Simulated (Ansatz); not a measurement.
## Band alignment of van der Waals layers

Plane-wave DFT in Ansatz, PBE (D3 dispersion in the geometry where needed), scalar-relativistic PAW potentials, cutoff 420 eV, no spin-orbit coupling; no spin polarisation. Each layer was relaxed alone in vacuum; layers built from a prototype may never have been made or may have a lower form. Levels count down from the vacuum level.

| layer | valence top (eV) | conduction bottom (eV) |
| --- | --- | --- |
| Bi₂Te₃ (P-3m1 as a slab) | 5.37 | 4.30 |
| ZrS₂ (P-3m1 as a slab) | 6.40 | 5.30 |
| SnO (P4/nmm as a slab) | 5.40 | 2.36 |
| P (Pmna as a slab) | 4.92 | 4.19 |

Line the vacuum levels up. What type is each pair, where do electrons and holes collect, and what gap is left across the pair?

```csv
pair,type,electrons,holes,highest valence top to lowest conduction bottom (eV)
Bi₂Te₃ / ZrS₂,"II (staggered), close call",ZrS₂,Bi₂Te₃,0.07
Bi₂Te₃ / SnO,"I (straddling), close call",Bi₂Te₃,Bi₂Te₃,1.07
Bi₂Te₃ / P,"II (staggered), close call",Bi₂Te₃,P,0.62
ZrS₂ / SnO,II (staggered),ZrS₂,SnO,0.10
ZrS₂ / P,III (broken),ZrS₂,P,-0.38
SnO / P,I (straddling),P,P,0.73
```

Electrons fall to the conduction band that lies deepest under vacuum, holes rise to the shallowest valence band. Type II parts the carriers (detectors, tunnel transistors once the gap left is small), type I gathers them (emitters), and in type III charge moves over until a dipole builds up, so the rule fails there. It holds best for weak coupling; no stack was computed, and quasiparticle corrections widen the gap of a free layer by about 1 eV or more. That can turn type III into II. A close call has an offset or a gap across the pair under 0.1 eV in size, or puts a carrier in the layer whose edges move out most (as a rule the one with the wider gap) by a margin that the corrections can undo; such pairs can change type.

Spin-orbit coupling, left out, can lift the valence top by a tenth of an eV or more in selenides, tellurides and layers of other heavy elements.

Cost: about 5.8 core-minutes for the runs cited, on Arm Neoverse V2, Intel Xeon 6975P-C (Granite Rapids), Intel Xeon Processor @ 2.70GHz (shared hosts).